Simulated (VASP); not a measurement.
## CdTe: band structure with HSE06

CdTe:

```xyz
2
Lattice="0.0000 3.2478 3.2478 3.2478 0.0000 3.2478 3.2478 3.2478 0.0000" Properties=species:S:1:pos:R:3 pbc="T T T"
Cd    0.0000    0.0000    0.0000
Te    1.6239    1.6239    1.6239
```

```json
{
  "Program": "VASP 6.6.1",
  "Task": "band structure",
  "Functional": "HSE06",
  "Potentials or basis": "VASP PAW PBE potentials, release 64 (Cd, Te)",
  "Cutoff": "520 eV",
  "k mesh": "4 × 4 × 4",
  "Occupations": "gaussian, width 0.03 eV",
  "Spin": "spin-orbit coupling, no magnetisation",
  "Grid for exact exchange (PRECFOCK)": "Fast",
  "Screening parameter": "0.2 1/A",
  "Further INCAR settings": "ALGO = Normal; EDIFF = 1e-06; NBANDS = 32"
}
```

```yaml
Pressure: 1.5 GPa
Valence_electrons_inside_the_program's_atomic_spheres: Cd 10.32; Te 3.56
```

Wall time 36 min on 1 thread of Intel(R) Xeon(R) 6975P-C (Granite Rapids) (shared host), peak memory 0.5 GiB.

Caveat: the k mesh is coarse (spacing up to 0.42 Å⁻¹), so the values aren't converged, least of all with exact exchange; the PAW data sets were made with another functional, which shifts forces and pressure a little.
